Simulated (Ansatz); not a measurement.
**Surface calculation: zincblende AlAs (110), 3 layers**

The slab is cut from the zincblende crystal, which needn't be the stable phase, as relaxed on PAW files (22.29 Å³/atom), with 16 Å of vacuum and a dipole correction:

```
CELL_PARAMETERS angstrom
3.97984 0.00000 0.00000
0.00000 5.62834 0.00000
0.00000 0.00000 19.97980
ATOMIC_POSITIONS crystal
Al 0.25000 0.12500 0.40040
As 0.75000 0.87500 0.40040
Al 0.75000 0.62500 0.50000
As 0.25000 0.37500 0.50000
Al 0.25000 0.12500 0.59960
As 0.75000 0.87500 0.59960
```

Level of theory: DFT with LDA, scalar-relativistic, in Ansatz 0.2.0; a Γ-centred 8×6×1 k mesh, Fermi–Dirac smearing of 0.02 eV, no spin polarisation. LAPW: all electrons, basis error target 1 meV/atom; PAW: frozen-core files, cutoff 420 eV.

The bulk energy comes from a cell in the slab's orientation on a 8×6×8 mesh. The surface energy is (E(slab) − N·E(bulk))/2A at zero smearing, the mean of both faces; thin slabs carry quantum-size effects.

The PAW files were made under PBE. The cell is 1×1, so reconstructions are forbidden.

Problem. As cut, the LAPW slab lies 3.978 eV above 6 atoms of bulk. What surface energy is that?

Solution. Over two faces of 22.40 Å² it is 88.8 meV/Å², and times 16.02 J/m² per eV/Å² that gives γ = 1.423 J/m².

Problem. What do relaxation and the other method give, and what work function comes out?

Solution. 

```tsv
method	γ as cut (J/m²)	γ relaxed (J/m²)	Φ as cut (eV)
LAPW	1.423	0.955	4.77
PAW	1.425	0.955	4.77
```

Problem. How do the spacings between the planes relax?

Solution. From the bottom face up: d12 -4.3 % of 1.990 Å, d23 -4.3 % of 1.990 Å. The outer plane rumples by 0.611 Å.

Problem. Where do the band edges lie?

Solution. On the k mesh: gap 0.26 eV, valence top 5.54 eV below the vacuum level.

Problem. A core hole in the 2p shell of Al is made on one Al atom of each kind in every 1×1 cell (PAW hole dataset, neutral cell, valence without spin). What does it cost by layer?

Solution. layer 1 73.39 eV, layer 2 73.44 eV. Shifts between layers mean more than the absolute values, and a whole layer of holes screens otherwise than one hole.
